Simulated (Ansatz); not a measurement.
## Ru: what symmetry allows forces and stress to be

```xyz
2
Lattice="2.7568 -0.0038 0.0000 -1.3817 2.3962 0.0000 0.0000 0.0000 4.3047" Properties=species:S:1:pos:R:3 pbc="T T T"
Ru    0.0794    1.4664    1.0762
Ru    1.2957    0.9260    3.2285
```

These are results of DFT PBE, scalar-relativistic, plane waves, PAW in Ansatz 0.2.0, not measurements.

Plane waves to 420 eV, a k mesh through Γ of 16×16×8 on the computed 2-atom cell and Gaussian smearing (0.10 eV); no spin polarisation.

This distorted cell has space group P2_1/m, with 4 operations.

Q: Without a calculation: in which directions can each atom feel a force?

A: A force must be left unchanged by every operation that keeps its atom in place, so it lies in the space that those operations leave fixed. Atoms that the group maps onto each other feel forces of one size.
| atom | site symmetry | operations at the site | equivalent to atom | allowed force (Cartesian) |
| --- | --- | --- | --- | --- |
| Ru1 | m | 2 | 1 | in the plane normal to (0.00, 0.00, 1.00) |
| Ru2 | m | 2 | 1 | in the plane normal to (0.00, 0.00, 1.00) |

That leaves 2 independent force components of 6. A relaxation in this cell that keeps the symmetry moves the atoms in these directions alone.

Q: And the stress tensor?

A: It must be invariant under the point group, which leaves 4 independent components: yz, xz vanish.

Q: Do the computed values obey this?

A: Yes. Forces (eV/Å):
```
Ru1 -0.806  1.654  0.000
Ru2  0.806 -1.654  0.000
```

Stress (GPa, compression positive, xx yy zz yz xz xy): -4.58 -12.48 2.47 0.00 0.00 -1.29. The program imposes the same operations on density, forces and stress, so this confirms the analysis and is no independent test of the calculation.